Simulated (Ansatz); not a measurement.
The system is Re.

```
Re
1.0
     2.76080    0.00000    0.00000
    -1.38040    2.39092    0.00000
     0.00000    0.00000    4.45820
Re
2
Direct
  0.66667 0.33333 0.75000
  0.33333 0.66667 0.25000
```

```yaml
Program: Ansatz 0.2.0
Task: relaxation of cell and atoms
Functional: revPBE
Potentials_or_basis: Ansatz PAW
Cutoff: "420 eV (not typed: the program's choice for these potentials)"
k_mesh: 11 × 11 × 6
Occupations: fermi-dirac, width 0.05 eV
Spin: no spin polarisation
```

At the start: volume 14.71 Å³/atom.

**Question.** How do energy, volume and symmetry change on relaxing?

**Answer.** It ends after 4 steps and the volume is 15.07 Å³/atom (+2.4 %); space group P6_3/mmc (No. 194, to 0.05 Å).

The path:
| step | energy change (eV) | largest force (eV/Å) | volume (Å³) |
| --- | --- | --- | --- |
| 1 | 0.0000 | 0.0000 | 29.43 |
| 2 | -0.0178 | 0.0000 | 30.20 |
| 3 | -0.0181 | 0.0000 | 30.13 |
| 4 | -0.0189 | 0.0000 | 30.13 |

Final structure:
```yaml
crystal:
  lattice:
    - [2.78160, 0.00000, 0.00000]
    - [-1.39080, 2.40894, 0.00000]
    - [0.00000, 0.00000, 4.49687]
  atoms:
    - { symbol: Re, position: [0.66667, 0.33333, 0.75000] }
    - { symbol: Re, position: [0.33333, 0.66667, 0.25000] }
```

Caveat: the plane-wave basis is chosen anew once the cell has moved, so the energies of steps on either side of that aren't comparable; the PAW data sets come from PBE, with cores solved anew for the run's functional, which leaves a small shift of forces and pressure.
